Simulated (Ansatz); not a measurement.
Crystal: Ta2N.

```
CELL_PARAMETERS angstrom
3.11286 0.00000 0.00000
-1.55643 2.69582 0.00000
0.00000 0.00000 4.86984
ATOMIC_POSITIONS crystal
Ta 0.33333 0.66667 0.25471
Ta 0.66667 0.33333 0.74529
N 0.00000 0.00000 0.00000
```

The cell comes from a database or a generator and needn't be the stable form of this composition.

Base run:

| Item | Value |
| --- | --- |
| Program | Ansatz 0.2.0 |
| Functional | r2SCAN |
| Potentials or basis | Ansatz PAW |
| Cutoff | 500 eV |
| Density cutoff | 2000 eV |
| k mesh | 10 × 10 × 6 |
| Occupations | fermi-dirac, width 0.05 eV |
| Spin | no spin polarisation |
| Hubbard terms | Ta d U = 8 eV |

Its results: band gap on the k mesh none (metal or under the smearing width); pressure 11.7 GPa; largest force 0.290 eV/Å.

Question: The run is repeated on the same cell with these changes: hubbard terms from Ta d U = 8 eV to Ta d U = 3 eV. What comes out?

Answer: Band gap on the k mesh none (metal or under the smearing width); pressure -3.3 GPa; largest force 0.214 eV/Å.

Caveats: U without spin polarisation on a metal has little footing; the PAW data sets come from PBE, with cores solved anew for the run's functional, which leaves a small shift of forces and pressure.

Not every run made on this cell is shown here.
